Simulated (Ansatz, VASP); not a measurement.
# Tl: VASP beside Ansatz

```
Tl
1.0
     3.45600    0.00000    0.00000
    -1.72800    2.99298    0.00000
     0.00000    0.00000    5.52500
Tl
2
Direct
  0.66667 0.33333 0.75000
  0.33333 0.66667 0.25000
```

Alike in both runs: functional LDA; k mesh 9 × 9 × 5; occupations methfessel-paxton of order 1, width 0.05 eV; no spin polarisation.

|  | VASP | Ansatz |
| --- | --- | --- |
| version | VASP 6.6.1 | Ansatz 0.2.0 |
| potentials or method | VASP PAW LDA potentials, release 64 (Tl_d) | JTH PAW |
| plane-wave cutoff (eV) | 520 | 1800 |
| valence electrons in the cell | 26 | 26 |
| task | single point | electron localisation function |

VASP gave:

```
gap on the k mesh at the Fermi level (eV)       : none
pressure (GPa)                                  : -1.5
largest component of the traceless stress (GPa) : 0.46
```

What did Ansatz give for the same quantities?

gap on the k mesh at the Fermi level (eV): none; pressure (GPa): -1.5; largest component of the traceless stress (GPa): 0.42.

A gap of «none» marks a metal or a gap that the smearing closes.

The runs have no spin-orbit coupling, so splittings on Tl are missing.
